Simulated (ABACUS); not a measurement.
**TiO2 in ABACUS: the effect of strain along c**

Crystal: TiO2.

```
CELL_PARAMETERS angstrom
4.59984 0.00000 0.00000
0.00000 4.59984 0.00000
0.00000 0.00000 2.78166
ATOMIC_POSITIONS crystal
Ti 0.00000 0.00000 0.50000
Ti 0.50000 0.50000 0.00000
O 0.30432 0.30432 0.50000
O 0.19568 0.80432 0.00000
O 0.80432 0.19568 0.00000
O 0.69568 0.69568 0.50000
```

The cell is a database's computed one.

The cell isn't the ideal one: cell strained by -0.06 along c.

Alike in all runs:

| Item | Value |
| --- | --- |
| Program | ABACUS 3.10.1 |
| Task | single point |
| Functional | PBE |
| Potentials or basis | PseudoDojo NC SR 0.4.1 PBE standard |
| Cutoff | 1361 eV |
| Density cutoff | 5442 eV |
| Basis | DZP LCAO (the cutoffs set its grid) |
| k mesh | 4 × 4 × 6 |
| Occupations | fermi-dirac, width 0.05 eV |
| Spin | no spin polarisation |
| Radial cutoff of the potentials (pseudo_rcut) | 7 bohr |
| Orbital files | Ti Ti_confined-atom_7au_3s2p2d1f.orb, O O_confined-atom_6au_2s2p1d.orb |
| SCF threshold on the density | 1e-07 |
| Max SCF steps | 100 |
| Eigensolver | genelpa |
| Mixing | broyden |

Question: One run gave: gap on the mesh 1.69 eV; pressure -3.0 GPa; largest force 0.14 eV/Å. Which strain along c did it use?
A. 0.06
B. 0
C. 0.03
D. -0.06
E. -0.03

Answer: C.

```csv
strain along c,gap on the mesh (eV),pressure (GPa),largest force (eV/Å)
-0.06,2.07,25.8,0.53
-0.03,1.93,14.2,0.18
0,1.80,4.8,0.03
0.03,1.69,-3.0,0.14
0.06,1.60,-9.4,0.17
```

Caveats: the atomic orbitals were generated for these runs and aren't a published set; the basis of atomic orbitals isn't converged, which shifts pressures, moduli and gaps.

A k mesh can miss the band edges.
